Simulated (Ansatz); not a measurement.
## A strain series on KF (zincblende): xy shear, engineering strain (angle)

KF in the zincblende structure, relaxed with r2SCAN in Ansatz 0.2.0, then strained (xy shear, engineering strain (angle); angles, axes as in the cell below) with the atoms relaxed again within the symmetry that is left. It is cubic, F-43m (No. 216); conventional cell a = 5.871 Å, 25.29 Å³ an atom. Around K lie 4 F at 2.54 Å; around F lie 4 K at 2.54 Å. Values at 0 K without nuclear motion; spin polarisation is off, and the phase may be a hypothetical one.

```
K F
1.0
     0.00000    2.93540    2.93540
     2.93540    0.00000    2.93540
     2.93540    2.93540    0.00000
K F
1 1
Direct
  0.00000 0.00000 0.00000
  0.25000 0.25000 0.25000
```

Gaps are the least over each mesh (PBE 8×8×8, r2SCAN 8×8×8 when unstrained) and the special points, which keep their unstrained names; stress is the change from the unstrained cell, compression positive.

```tsv
strain (%)	gap, PBE (eV)	gap, r2SCAN (eV)	edges, r2SCAN	xy stress, r2SCAN (GPa)	energy rise, r2SCAN (meV/atom)
-1.71	5.167	5.746	X → Γ	+0.11	0.1
0.0	5.169	5.748	W → Γ	0.00	0.0
+4.83	5.156	5.738	X → Γ	-0.31	1.2
```

Q: Estimate the row for a strain of -2.67 %.

A:
```tsv
strain (%)	gap, PBE (eV)	gap, r2SCAN (eV)	edges, r2SCAN	xy stress, r2SCAN (GPa)	energy rise, r2SCAN (meV/atom)
-2.67	5.165	5.744	X → Γ	+0.17	0.4
```

With r2SCAN the edges change from X → Γ (indirect) to W → Γ (indirect) between -1.71 and 0.0 %. With r2SCAN the edges change from W → Γ (indirect) to X → Γ (indirect) between 0.0 and +4.83 %. With PBE the edges change from X → Γ (indirect) to W → Γ (indirect) between -1.71 and 0.0 %. With PBE the edges change from W → Γ (indirect) to X → Γ (indirect) between 0.0 and +4.83 %.
